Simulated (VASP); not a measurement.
# InP in VASP: one cell, several levels of theory, part 2 of 2

VASP 6.6.1, plane waves, PAW. Earlier steps stand in the parts before.

## 3. r2SCAN at this geometry

INCAR reads:

```
ENCUT = 520.000000
SIGMA = 0.010000
EDIFF = 1.00e-07
ALGO = Normal
METAGGA = R2SCAN
PREC = Accurate
IBRION = -1
ISIF = 2
ISMEAR = 0
NBANDS = 16
NELM = 120
NSW = 0
LASPH = .TRUE.
LCHARG = .FALSE.
LWAVE = .FALSE.
LREAL = .FALSE.
```

KPOINTS reads:

```
KPOINTS created by Atomic Simulation Environment
0
Gamma
8 8 8
0 0 0
```

KPOINTS_OPT reads:

```
special points
6
Reciprocal
0.0000000000 0.0000000000 0.0000000000 1
-0.5000000000 -0.5000000000 0.0000000000 1
-0.3750000000 -0.3750000000 0.2500000000 1
-0.3750000000 0.0000000000 0.3750000000 1
0.0000000000 0.0000000000 0.5000000000 1
-0.5000000000 -0.2500000000 0.2500000000 1
```

POSCAR reads:

```
In P
 1.0000000000000000
     0.0000000000000000    2.8356361294000001    2.8356361294000001
     2.8356361294000001    0.0000000000000000    2.8356361294000001
     2.8356361294000001    2.8356361294000001    0.0000000000000000
 In  P
   1   1
Cartesian
  0.0000000000000000  0.0000000000000000  0.0000000000000000
  1.4178180647000000  1.4178180647000000  1.4178180647000000
```

Command:

```bash
$ mpirun -np 1 vasp_std
```

Printed to the terminal (iteration lines stand in OSZICAR):

```text
POSCAR found type information on POSCAR InP
 POSCAR found :  2 types and       2 ions
 -----------------------------------------------------------------------------
|                                                                             |
|                                                                             |
|     You enforced a specific xc type in the INCAR file but a different       |
|     I HOPE YOU KNOW WHAT YOU ARE DOING!                                     |
|                                                                             |
 -----------------------------------------------------------------------------

 LDA part: xc-table for (None), standard interpolation
 POSCAR, INCAR and KPOINTS ok, starting setup
 FFT: planning ... GRIDC
 FFT: planning ... GRID_SOFT
 FFT: planning ... GRID
 WAVECAR not read
 entering main loop
 Start KPOINTS_OPT (optional k-point list driver)
k-point batch [1-6\6]
```

OSZICAR:

```text
N       E                     dE             d eps       ncg     rms          rms(c)
DAV:   1     0.881708114481E+02    0.88171E+02   -0.85822E+03   928   0.131E+03
DAV:   2    -0.283169876384E+02   -0.11649E+03   -0.11185E+03  1072   0.313E+02
DAV:   3    -0.355271553768E+02   -0.72102E+01   -0.71795E+01  1160   0.770E+01
DAV:   4    -0.357151088049E+02   -0.18795E+00   -0.18790E+00  1232   0.129E+01
DAV:   5    -0.357248810059E+02   -0.97722E-02   -0.97720E-02  1344   0.244E+00    0.889E+00
DAV:   6    -0.321389670640E+02    0.35859E+01   -0.16399E+00  1192   0.304E+01    0.449E+00
DAV:   7    -0.321105498194E+02    0.28417E-01   -0.31253E-01  1136   0.401E+00    0.286E+00
DAV:   8    -0.321174597102E+02   -0.69099E-02   -0.18276E-02  1264   0.115E+00    0.136E+00
DAV:   9    -0.321184708770E+02   -0.10112E-02   -0.23318E-03  1088   0.406E-01    0.116E-01
DAV:  10    -0.321185196577E+02   -0.48781E-04   -0.41676E-04  1256   0.222E-01    0.602E-02
DAV:  11    -0.321185458887E+02   -0.26231E-04   -0.54838E-05  1232   0.833E-02    0.341E-02
DAV:  12    -0.321185414992E+02    0.43894E-05   -0.99007E-06  1344   0.270E-02    0.101E-02
DAV:  13    -0.321185405786E+02    0.92064E-06   -0.24026E-06  1176   0.991E-03    0.471E-03
DAV:  14    -0.321185405887E+02   -0.10118E-07   -0.11919E-07  1056   0.281E-03
   1 F= -.32118541E+02 E0= -.32118541E+02  d E =-.747415E-32
       N       E                     dE             ncg
DAV:   1     0.120229377430E+04   -0.29525E+04      192
DAV:   2     0.503792870931E+03   -0.69850E+03      232
DAV:   3     0.458050573606E+03   -0.45742E+02      232
DAV:   4     0.456841236597E+03   -0.12093E+01      296
DAV:   5     0.456810573245E+03   -0.30663E-01      240
DAV:   6     0.456809915652E+03   -0.65759E-03      296
DAV:   7     0.456809897923E+03   -0.17728E-04      248
DAV:   8     0.456809897508E+03   -0.41548E-06      296
DAV:   9     0.456809897500E+03   -0.75686E-08      192
```

Parts of OUTCAR:

```text
k-points           NKPTS =     29   k-points in BZ     NKDIM =     29   number of bands    NBANDS=     16

   NELECT =      18.0000    total number of electrons

   dimension x,y,z NGX =    30 NGY =   30 NGZ =   30
   dimension x,y,z NGXF=    60 NGYF=   60 NGZF=   60

  energy-cutoff  :      520.00
  volume of cell :       45.60
      direct lattice vectors                 reciprocal lattice vectors
     0.000000000  2.835636129  2.835636129    -0.176327278  0.176327278  0.176327278
     2.835636129  0.000000000  2.835636129     0.176327278 -0.176327278  0.176327278
     2.835636129  2.835636129  0.000000000     0.176327278  0.176327278 -0.176327278

 k-points in reciprocal lattice and weights: KPOINTS created by Atomic Simulation Env
   0.00000000  0.00000000  0.00000000       0.002
   0.12500000  0.00000000  0.00000000       0.016
   0.25000000  0.00000000  0.00000000       0.016
   0.37500000  0.00000000  0.00000000       0.016
   0.50000000  0.00000000  0.00000000       0.008
   0.12500000  0.12500000  0.00000000       0.012
   0.25000000  0.12500000  0.00000000       0.047
   0.37500000  0.12500000  0.00000000       0.047
[... 21 more k-points ...]

 E-fermi :   6.2483

 k-point     1 :       0.0000    0.0000    0.0000
  band No.  band energies     occupation
      1      -8.7284      2.00000
      2      -8.7284      2.00000
      3      -8.7284      2.00000
      4      -8.4873      2.00000
      5      -8.4873      2.00000
      6      -6.5840      2.00000
      7       6.1686      2.00000
      8       6.1686      2.00000
      9       6.1686      2.00000
     10       7.9064      0.00000
     11      10.5843      0.00000
     12      10.5843      0.00000
     13      10.5844      0.00000
     14      15.8343      0.00000
     15      16.2354      0.00000
     16      16.2354      0.00000

 k-point     2 :       0.1250    0.0000    0.0000
  band No.  band energies     occupation
      1      -8.7632      2.00000
      2      -8.7172      2.00000
      3      -8.7172      2.00000
      4      -8.4873      2.00000
      5      -8.4873      2.00000
      6      -6.3610      2.00000
      7       4.6447      2.00000
      8       5.9415      2.00000
      9       5.9415      2.00000
     10       8.6570      0.00000
     11      10.8640      0.00000
     12      10.9111      0.00000
     13      10.9111      0.00000
     14      15.5215      0.00000
     15      15.5215      0.00000
     16      16.6009      0.00000

 k-point     3 :       0.2500    0.0000    0.0000
  band No.  band energies     occupation
      1      -8.8372      2.00000
      2      -8.6930      2.00000
      3      -8.6930      2.00000
      4      -8.4837      2.00000
      5      -8.4837      2.00000
      6      -5.7431      2.00000
      7       2.4484      2.00000
      8       5.4939      2.00000
      9       5.4939      2.00000
     10       8.6481      0.00000
     11      11.3766      0.00000
     12      11.3767      0.00000
     13      12.2319      0.00000
     14      15.2982      0.00000
     15      15.2982      0.00000
     16      16.0737      0.00000

 k-point     4 :       0.3750    0.0000    0.0000
  band No.  band energies     occupation
      1      -8.9017      2.00000
      2      -8.6743      2.00000
      3      -8.6742      2.00000
      4      -8.4742      2.00000
      5      -8.4742      2.00000
      6      -4.9048      2.00000
      7       0.5582      2.00000
      8       5.1315      2.00000
      9       5.1315      2.00000
     10       8.3918      0.00000
     11      11.3914      0.00000
     12      11.3914      0.00000
     13      13.5865      0.00000
     14      16.0311      0.00000
     15      16.3975      0.00000
     16      16.3975      0.00000

 k-point     5 :       0.5000    0.0000    0.0000
  band No.  band energies     occupation
      1      -8.9265      2.00000
      2      -8.6684      2.00000
      3      -8.6683      2.00000
      4      -8.4682      2.00000
      5      -8.4682      2.00000
      6      -4.4045      2.00000
      7      -0.3064      2.00000
      8       4.9978      2.00000
      9       4.9978      2.00000
     10       8.2899      0.00000
     11      11.3130      0.00000
     12      11.3130      0.00000
     13      13.8996      0.00000
     14      16.8222      0.00000
     15      17.6308      0.00000
     16      17.6308      0.00000

 k-point     6 :       0.1250    0.1250    0.0000
  band No.  band energies     occupation
      1      -8.7848      2.00000
      2      -8.7064      2.00000
      3      -8.7064      2.00000
      4      -8.4969      2.00000
      5      -8.4796      2.00000
      6      -6.2887      2.00000
      7       4.7465      2.00000
      8       5.5387      2.00000
      9       5.5387      2.00000
     10       9.2295      0.00000
     11       9.8879      0.00000
     12      11.4528      0.00000
     13      11.4528      0.00000
     14      14.4297      0.00000
     15      16.3764      0.00000
     16      17.1597      0.00000

 k-point     7 :       0.2500    0.1250    0.0000
  band No.  band energies     occupation
      1      -8.8434      2.00000
      2      -8.6858      2.00000
      3      -8.6809      2.00000
      4      -8.5038      2.00000
      5      -8.4721      2.00000
      6      -5.8051      2.00000
      7       3.0595      2.00000
      8       5.0350      2.00000
      9       5.1100      2.00000
     10       9.4558      0.00000
     11      10.1941      0.00000
     12      12.0286      0.00000
     13      12.1392      0.00000
     14      14.2904      0.00000
     15      16.2495      0.00000
     16      17.5296      0.00000

 k-point     8 :       0.3750    0.1250    0.0000
  band No.  band energies     occupation
      1      -8.9005      2.00000
      2      -8.6694      2.00000
      3      -8.6597      2.00000
      4      -8.4990      2.00000
      5      -8.4648      2.00000
      6      -5.0263      2.00000
      7       1.1590      2.00000
      8       4.5501      2.00000
      9       4.7151      2.00000
     10       9.2323      0.00000
     11      10.8696      0.00000
     12      12.2182      0.00000
     13      12.5727      0.00000
     14      15.5952      0.00000
     15      16.9809      0.00000
     16      17.0925      0.00000

 k-point     9 :       0.5000    0.1250    0.0000
  band No.  band energies     occupation
      1      -8.9309      2.00000
      2      -8.6621      2.00000
      3      -8.6524      2.00000
      4      -8.4844      2.00000
      5      -8.4652      2.00000
      6      -4.3306      2.00000
      7      -0.0933      2.00000
      8       4.1114      2.00000
      9       4.6909      2.00000
     10       9.1175      0.00000
     11      10.8961      0.00000
     12      11.9288      0.00000
     13      14.0051      0.00000
     14      16.1656      0.00000
     15      17.6593      0.00000
     16      17.9527      0.00000

 k-point    10 :      -0.3750    0.1250    0.0000
  band No.  band energies     occupation
      1      -8.9216      2.00000
      2      -8.6630      2.00000
      3      -8.6585      2.00000
      4      -8.4782      2.00000
      5      -8.4745      2.00000
      6      -4.5076      2.00000
      7       0.2023      2.00000
      8       3.9537      2.00000
      9       4.9645      2.00000
     10       9.1901      0.00000
     11      11.0704      0.00000
     12      11.7209      0.00000
     13      13.8707      0.00000
     14      16.0250      0.00000
     15      16.6435      0.00000
     16      18.1828      0.00000

 k-point    11 :      -0.2500    0.1250    0.0000
  band No.  band energies     occupation
      1      -8.8755      2.00000
      2      -8.6783      2.00000
      3      -8.6730      2.00000
      4      -8.4919      2.00000
      5      -8.4752      2.00000
      6      -5.3062      2.00000
      7       1.7583      2.00000
      8       4.1594      2.00000
      9       5.4393      2.00000
     10       9.4030      0.00000
     11      11.3716      0.00000
     12      11.5289      0.00000
     13      12.3350      0.00000
     14      14.6465      0.00000
     15      16.7830      0.00000
     16      17.3429      0.00000

 k-point    12 :      -0.1250    0.1250    0.0000
  band No.  band energies     occupation
      1      -8.8116      2.00000
      2      -8.7043      2.00000
      3      -8.6939      2.00000
      4      -8.4938      2.00000
      5      -8.4804      2.00000
      6      -6.0076      2.00000
      7       3.5475      2.00000
      8       4.8709      2.00000
      9       5.8842      2.00000
     10       9.3364      0.00000
     11      10.7616      0.00000
     12      11.0692      0.00000
     13      11.8540      0.00000
     14      14.5739      0.00000
     15      15.7269      0.00000
     16      17.6854      0.00000

[... the tables of k-points 13 to 29 left out ...]

  Total        3.0770938      3.0770938      3.0770938     -0.0000000     -0.0000000     -0.0000000
  in kB      108.1109852    108.1109852    108.1109852     -0.0000000     -0.0000000     -0.0000000
  external PRESSURE =     108.1109852 kB  Pullay stress =       0.0000000 kB

 POSITION                                       TOTAL-FORCE (eV/Angst)
 -----------------------------------------------------------------------------------
      0.00000      0.00000      0.00000         0.000000     -0.000000      0.000000
      1.41782      1.41782      1.41782        -0.000000      0.000000     -0.000000
 -----------------------------------------------------------------------------------
    total drift:                               -0.000003     -0.000003     -0.000003

  FREE ENERGIE OF THE ION-ELECTRON SYSTEM (eV)
  ---------------------------------------------------
  free  energy   TOTEN  =       -32.1185405887 eV

  energy  without entropy=      -32.1185405887  energy(sigma->0) =      -32.11854059
```

Wall time 93 s (1 MPI rank of Intel Xeon Platinum 8488C, shared host); peak memory 0.18 GiB.

The levels at the points of KPOINTS_OPT are read from vasprun.xml.

Near the gap, in eV above the top of the last filled band v; c is the band after it:

| point | v−1 | v | c | c+1 |
| --- | --- | --- | --- | --- |
| Γ | 0.00 | 0.00 | 1.74 | 4.42 |
| X | -2.78 | -2.78 | 1.83 | 2.52 |
| U | -3.94 | -2.33 | 2.57 | 4.94 |
| K | -3.94 | -2.33 | 2.57 | 4.94 |
| L | -1.17 | -1.17 | 2.12 | 5.14 |
| W | -3.51 | -3.49 | 4.58 | 5.21 |

The r2SCAN gap is 1.74 eV, direct at Γ. The pressure is 10.81 GPa; the forces vanish within 0.01 eV/Å.

## 4. Summary

What follows sums up all 2 parts.

```
 level  gap (eV)  pressure (GPa)
   PBE      1.24           12.39
r2SCAN      1.74           10.81
```

In words: The gap runs from 1.24 eV (PBE) to 1.74 eV (r2SCAN). Spin-orbit coupling is left out, though the cell holds In (Z = 49); in an element this heavy it can shift bands and gaps by tenths of an eV. At this one volume the pressure spans 10.8 GPa (r2SCAN) to 12.4 GPa (PBE): PBE wants the largest cell and r2SCAN the smallest.
